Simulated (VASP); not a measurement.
A run of VASP 6.6.1:

Contents of INCAR:

```
PREC = Accurate ; ENCUT = 520
EDIFF = 1E-6 ; ISMEAR = -1
SIGMA = 0.05 ; LREAL = False
LASPH = True ; NELM = 100
ALGO = Normal ; ISIF = 2
LWAVE = False ; LCHARG = False
GGA = PE ; NBANDS = 16
```

The input KPOINTS:

```
Automatic mesh
0
Gamma
  8 8 8
```

POSCAR

```
HgSe
1.0
    0.0000000000      2.9769621844      2.9769621844
    2.9769621844      0.0000000000      2.9769621844
    2.9769621844      2.9769621844      0.0000000000
Hg Se
1 1
Direct
    0.0000000000      0.0000000000      0.0000000000
    0.7500000000      0.7500000000      0.7500000000
```

Potentials or basis: VASP PAW PBE potentials, release 64 (Hg, Se).

The run is started by

```console
$ cat potpaw_PBE.64/Hg/POTCAR potpaw_PBE.64/Se/POTCAR > POTCAR
$ mpirun -np 1 vasp_std > vasp.out
```

Hardware: 1 thread of Intel(R) Xeon(R) Platinum 8559C (Emerald Rapids), with other jobs on the host.

Task: Estimate the wall time of this run.

Result: Run time: 9.8 s on 1 thread of Intel(R) Xeon(R) Platinum 8559C (Emerald Rapids) (shared host), peak memory 0.18 GiB. Counts: scf iterations 13, k points 29.
